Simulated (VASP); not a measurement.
Crystal: Mg.

```
Mg
1.0
     0.00000    3.21951    3.21951
     3.21951    0.00000    3.21951
     3.21951    3.21951    0.00000
Mg
2
Direct
  0.00000 0.00000 0.00000
  0.25000 0.25000 0.25000
```

This isn't the form of Mg at room conditions, which is hcp.

The cell isn't the ideal one: cell and atoms relaxed from a first guess.

* Program: VASP 6.6.1
* Task: relaxation of cell and atoms
* Functional: PBE
* Potentials or basis: VASP PAW PBE potentials, release 64 (Mg)
* Cutoff: 600 eV
* k mesh: 9 × 9 × 9
* Occupations: fermi-dirac, width 0.08 eV
* Spin: no spin polarisation

At the start: pressure 3.0 GPa; volume 33.37 Å³/atom.

Where does the relaxation end?

Over 5 steps the energy falls by 56.7 meV/atom and the volume is 40.41 Å³/atom (+21.1 %); space group Fd-3m (No. 227, to 0.05 Å).

The path:
```
step  energy change (eV)  largest force (eV/Å)  pressure (GPa)  volume (Å³)
   1              0.0000                0.0000            3.05        66.74
   2             -0.0842                0.0000            1.34        73.06
   3             -0.1125                0.0000            0.21        79.23
   4             -0.1134                0.0000            0.02        80.53
   5             -0.1135                0.0000           -0.02        80.83
```

Final structure:
```cif
data_structure
_symmetry_space_group_name_H-M 'P 1'
_symmetry_Int_Tables_number 1
_cell_length_a 4.8532
_cell_length_b 4.8532
_cell_length_c 4.8532
_cell_angle_alpha 60.000
_cell_angle_beta 60.000
_cell_angle_gamma 60.000
_cell_volume 80.83
loop_
_atom_site_label
_atom_site_type_symbol
_atom_site_fract_x
_atom_site_fract_y
_atom_site_fract_z
_atom_site_occupancy
Mg1 Mg 0.00000 0.00000 0.00000 1
Mg2 Mg 0.25000 0.25000 0.25000 1
```

Caveat: the volume moved by over 15 % at a fixed basis, so the end points are rough.
